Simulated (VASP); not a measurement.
BN (strained database structure): a PBE single-point calculation in VASP

INCAR

```
IBRION = -1
SIGMA = 0.02
PREC = Accurate
LREAL = .FALSE.
ISIF = 2
LASPH = .TRUE.
NBANDS = 11
NELM = 120
ISMEAR = -1
LCHARG = .FALSE.
LWAVE = .FALSE.
GGA = PE
ENCUT = 520
EDIFF = 1E-7
NSW = 0
```

KPOINTS

```
KPOINTS created by Atomic Simulation Environment
0
Gamma
12 12 12
0 0 0
```

KPOINTS_OPT

```
special points
11
Reciprocal
0.0000000000 0.0000000000 0.0000000000 1
-0.3498629863 -0.3498629863 0.3498361305 1
0.3498630853 -0.6501369147 -0.3498746098 1
0.5000000991 -0.4999999009 -0.5000000989 1
0.5000000991 -0.4999999009 -0.0000000992 1
0.3004652424 -0.6995347576 0.1995194411 1
-0.3004651433 -0.3004651433 0.8004420791 1
0.0000000000 0.0000000000 0.4999999998 1
0.0000000495 -0.4999999505 0.4999807601 1
0.3403722137 -0.6596277863 0.1596155330 1
0.3281250000 0.3854170000 0.0572920000 1
```

POSCAR

```
B  N
 1.0000000000000000
     2.5907632342000002    0.0028926952000000   -0.2444864326000000
    -1.2853354387000000    2.2494328870000002    0.2445297637000000
    -0.9630888975000000   -0.9462261302000000    3.3134103185999999
 B   N
   1   1
Cartesian
  1.2992082218720444  2.2388002838966607 -0.0198670452249525
  0.3290223338956540 -0.2077806225303792  3.2083796488443781
```

VASP ran with the recommended PBE PAW datasets (8 valence electrons in the cell).

Command

```
mpirun -np 1 vasp_std
```

OSZICAR

```
N       E                     dE             d eps       ncg     rms          rms(c)
DAV:   1     0.123865155552E+02    0.12387E+02   -0.45514E+03 19371   0.680E+02
DAV:   2    -0.180546017058E+02   -0.30441E+02   -0.29307E+02 22953   0.154E+02
DAV:   3    -0.188521097770E+02   -0.79751E+00   -0.79614E+00 23334   0.230E+01
DAV:   4    -0.188545414950E+02   -0.24317E-02   -0.24317E-02 20902   0.142E+00
DAV:   5    -0.188545510311E+02   -0.95362E-05   -0.95361E-05 23323   0.793E-02    0.728E+00
DAV:   6    -0.175486849851E+02    0.13059E+01   -0.52601E+00 22012   0.122E+01    0.326E+00
DAV:   7    -0.174593694817E+02    0.89316E-01   -0.15112E-01 23299   0.314E+00    0.205E+00
DAV:   8    -0.174305593532E+02    0.28810E-01   -0.89007E-02 23599   0.184E+00    0.208E-01
DAV:   9    -0.174305719835E+02   -0.12630E-04   -0.27756E-03 21139   0.394E-01    0.118E-01
DAV:  10    -0.174308852919E+02   -0.31331E-03   -0.47292E-04 21481   0.161E-01    0.212E-02
DAV:  11    -0.174309041062E+02   -0.18814E-04   -0.40356E-05 22598   0.423E-02    0.186E-02
DAV:  12    -0.174309042608E+02   -0.15452E-06   -0.82304E-06 20821   0.186E-02    0.142E-03
DAV:  13    -0.174309043651E+02   -0.10434E-06   -0.28415E-07 23080   0.466E-03    0.513E-04
DAV:  14    -0.174309043779E+02   -0.12784E-07   -0.16562E-08 17989   0.874E-04
   1 F= -.17430904E+02 E0= -.17430904E+02  d E =-.127815E-11
       N       E                     dE             ncg
DAV:   1     0.853836258889E+04   -0.41105E+04      242
DAV:   2     0.823087602501E+04   -0.30749E+03      297
DAV:   3     0.822191321376E+04   -0.89628E+01      315
DAV:   4     0.822189304733E+04   -0.20166E-01      263
DAV:   5     0.822189298364E+04   -0.63691E-04      292
DAV:   6     0.822189298333E+04   -0.31002E-06      279
DAV:   7     0.822189298333E+04   -0.13533E-08      276
```

From OUTCAR

```
k-points           NKPTS =    868   k-points in BZ     NKDIM =    868   number of bands    NBANDS=     11

   NELECT =       8.0000    total number of electrons

   dimension x,y,z NGX =    20 NGY =   20 NGZ =   28
   dimension x,y,z NGXF=    40 NGYF=   40 NGZF=   56

  energy-cutoff  :      520.00
  volume of cell :       19.09
      direct lattice vectors                 reciprocal lattice vectors
     2.590763234  0.002892695 -0.244486433     0.402469511  0.210714401  0.177158074
    -1.285335439  2.249432887  0.244529764     0.011613964  0.437251728  0.128243788
    -0.963088898 -0.946226130  3.313410319     0.028839886 -0.016721216  0.305411412

 k-points in reciprocal lattice and weights: KPOINTS created by Atomic Simulation Env
   0.00000000  0.00000000  0.00000000       0.001
   0.08333333 -0.00000000  0.00000000       0.001
   0.00000000  0.08333333 -0.08333333       0.001
   0.16666667 -0.00000000 -0.00000000       0.001
   0.00000000  0.16666667 -0.16666667       0.001
   0.25000000 -0.00000000  0.00000000       0.001
   0.00000000  0.25000000 -0.25000000       0.001
   0.33333333 -0.00000000 -0.00000000       0.001
   ...

 E-fermi :   2.4182

 k-point     1 :       0.0000    0.0000    0.0000
  band No.  band energies     occupation
      1     -15.2106      2.00000
      2      -1.4193      2.00000
      3       0.5314      2.00000
      4       0.5318      2.00000
      5       7.2025      0.00000
      6      12.6684      0.00000
      7      12.6693      0.00000
      8      13.7849      0.00000
      9      15.0346      0.00000
     10      26.0605      0.00000
     11      28.9754      0.00000

 k-point     2 :       0.0833   -0.0000    0.0000
  band No.  band energies     occupation
      1     -15.0761      2.00000
      2      -1.3654      2.00000
      3      -0.0058      2.00000
      4       0.2981      2.00000
      5       7.5999      0.00000
      6      12.5736      0.00000
      7      13.1923      0.00000
      8      13.3851      0.00000
      9      15.4523      0.00000
     10      26.3413      0.00000
     11      26.5213      0.00000

 k-point     3 :       0.0000    0.0833   -0.0833
  band No.  band energies     occupation
      1     -15.0761      2.00000
      2      -1.3654      2.00000
      3      -0.0058      2.00000
      4       0.2981      2.00000
      5       7.5999      0.00000
      6      12.5736      0.00000
      7      13.1923      0.00000
      8      13.3851      0.00000
      9      15.4523      0.00000
     10      26.3413      0.00000
     11      26.5215      0.00000

 k-point     4 :       0.1667   -0.0000   -0.0000
  band No.  band energies     occupation
      1     -14.6825      2.00000
      2      -1.3962      2.00000
      3      -1.1064      2.00000
      4      -0.2741      2.00000
      5       8.5542      0.00000
      6      11.9690      0.00000
      7      12.7382      0.00000
      8      14.6123      0.00000
      9      16.4887      0.00000
     10      23.6294      0.00000
     11      27.2127      0.00000

 k-point     5 :       0.0000    0.1667   -0.1667
  band No.  band energies     occupation
      1     -14.6825      2.00000
      2      -1.3962      2.00000
      3      -1.1064      2.00000
      4      -0.2741      2.00000
      5       8.5543      0.00000
      6      11.9689      0.00000
      7      12.7383      0.00000
      8      14.6124      0.00000
      9      16.4886      0.00000
     10      23.6295      0.00000
     11      27.2127      0.00000

 k-point     6 :       0.2500   -0.0000    0.0000
  band No.  band energies     occupation
      1     -14.0644      2.00000
      2      -2.9899      2.00000
      3      -0.9423      2.00000
      4      -0.7758      2.00000
      5       9.2803      0.00000
      6      10.7694      0.00000
      7      12.7621      0.00000
      8      16.6052      0.00000
      9      17.8319      0.00000
     10      21.6981      0.00000
     11      26.7385      0.00000

 k-point     7 :       0.0000    0.2500   -0.2500
  band No.  band energies     occupation
      1     -14.0644      2.00000
      2      -2.9899      2.00000
      3      -0.9423      2.00000
      4      -0.7759      2.00000
      5       9.2804      0.00000
      6      10.7695      0.00000
      7      12.7622      0.00000
      8      16.6052      0.00000
      9      17.8318      0.00000
     10      21.6982      0.00000
     11      26.7382      0.00000

 k-point     8 :       0.3333   -0.0000   -0.0000
  band No.  band energies     occupation
      1     -13.3008      2.00000
      2      -4.6025      2.00000
      3      -1.5196      2.00000
      4      -0.2013      2.00000
      5       8.0967      0.00000
      6      10.6576      0.00000
      7      13.6910      0.00000
      8      18.7952      0.00000
      9      19.0226      0.00000
     10      20.8021      0.00000
     11      26.6537      0.00000

 k-point     9 :       0.0000    0.3333   -0.3333
  band No.  band energies     occupation
      1     -13.3008      2.00000
      2      -4.6024      2.00000
      3      -1.5196      2.00000
      4      -0.2015      2.00000
      5       8.0966      0.00000
      6      10.6576      0.00000
      7      13.6913      0.00000
      8      18.7952      0.00000
      9      19.0224      0.00000
     10      20.8023      0.00000
     11      26.6534      0.00000

 k-point    10 :       0.4167   -0.0000    0.0000
  band No.  band energies     occupation
      1     -12.5727      2.00000
      2      -5.8784      2.00000
      3      -1.8997      2.00000
      4       0.4594      2.00000
      5       6.5907      0.00000
      6      10.6332      0.00000
      7      15.0925      0.00000
      8      19.2430      0.00000
      9      20.6675      0.00000
     10      21.2298      0.00000
     11      26.9959      0.00000

 k-point    11 :      -0.0000    0.4167   -0.4167
  band No.  band energies     occupation
      1     -12.5727      2.00000
      2      -5.8783      2.00000
      3      -1.8997      2.00000
      4       0.4592      2.00000
      5       6.5905      0.00000
      6      10.6332      0.00000
      7      15.0928      0.00000
      8      19.2431      0.00000
      9      20.6675      0.00000
     10      21.2300      0.00000
     11      26.9956      0.00000

 k-point    12 :       0.5000   -0.0000    0.0000
  band No.  band energies     occupation
      1     -12.2406      2.00000
      2      -6.3986      2.00000
      3      -2.0314      2.00000
      4       0.8048      2.00000
      5       5.9269      0.00000
      6      10.5984      0.00000
      7      15.7877      0.00000
      8      19.1666      0.00000
      9      21.4554      0.00000
     10      21.6449      0.00000
     11      27.3604      0.00000

 k-point    13 :      -0.0000    0.5000    0.5000
  band No.  band energies     occupation
      1     -12.2406      2.00000
      2      -6.3985      2.00000
      3      -2.0314      2.00000
      4       0.8047      2.00000
      5       5.9267      0.00000
      6      10.5985      0.00000
      7      15.7880      0.00000
      8      19.1670      0.00000
      9      21.4554      0.00000
     10      21.6450      0.00000
     11      27.3591      0.00000

 k-point    14 :       0.0000    0.0833   -0.0000
  band No.  band energies     occupation
      1     -15.0830      2.00000
      2      -1.2978      2.00000
      3      -0.0146      2.00000
      4       0.3065      2.00000
      5       7.4991      0.00000
      6      12.5986      0.00000
      7      13.1934      0.00000
      8      13.3763      0.00000
      9      15.4263      0.00000
     10      26.3275      0.00000
     11      26.9347      0.00000

 k-point    15 :       0.0833   -0.0000   -0.0833
  band No.  band energies     occupation
      1     -15.0830      2.00000
      2      -1.2978      2.00000
      3      -0.0146      2.00000
      4       0.3065      2.00000
      5       7.4991      0.00000
      6      12.5986      0.00000
      7      13.1934      0.00000
      8      13.3763      0.00000
      9      15.4263      0.00000
     10      26.3276      0.00000
     11      26.9342      0.00000

 k-point    16 :       0.0833    0.0833   -0.0000
  band No.  band energies     occupation
      1     -14.8183      2.00000
      2      -1.2105      2.00000
      3      -0.8634      2.00000
      4      -0.1522      2.00000
      5       8.2033      0.00000
      6      12.4426      0.00000
      7      12.8225      0.00000
      8      13.9510      0.00000
      9      16.2214      0.00000
     10      24.2764      0.00000
     11      26.6640      0.00000

 ...

  Total       -3.8580845     -3.8965091      0.3250525     -0.0334859     -0.2270294      0.3914822
  in kB     -323.7351230   -326.9593695     27.2754257     -2.8098286    -19.0502320     32.8496025
  external PRESSURE =    -207.8063556 kB  Pullay stress =       0.0000000 kB

 POSITION                                       TOTAL-FORCE (eV/Angst)
 -----------------------------------------------------------------------------------
      0.33612      1.29257      3.29354         0.002297     -0.001396      0.006939
      0.32902     -0.20778      3.20838        -0.002297      0.001396     -0.006939
 -----------------------------------------------------------------------------------
    total drift:                                0.000145      0.000050      0.000064

  FREE ENERGIE OF THE ION-ELECTRON SYSTEM (eV)
  ---------------------------------------------------
  free  energy   TOTEN  =       -17.4309043779 eV

  energy  without entropy=      -17.4309043779  energy(sigma->0) =      -17.43090438
```

| Item | Value |
| --- | --- |
| gap between bands v and c | 3.84 eV |
| least direct gap | 4.40 eV |
| pressure | -20.8 GPa |

Band v is the last that the valence electrons fill when counted band by band, and c is the next.

The run took about 1.9 min on one core of a shared host (Intel Xeon Platinum 8488C) and held 0.37 GiB at most.
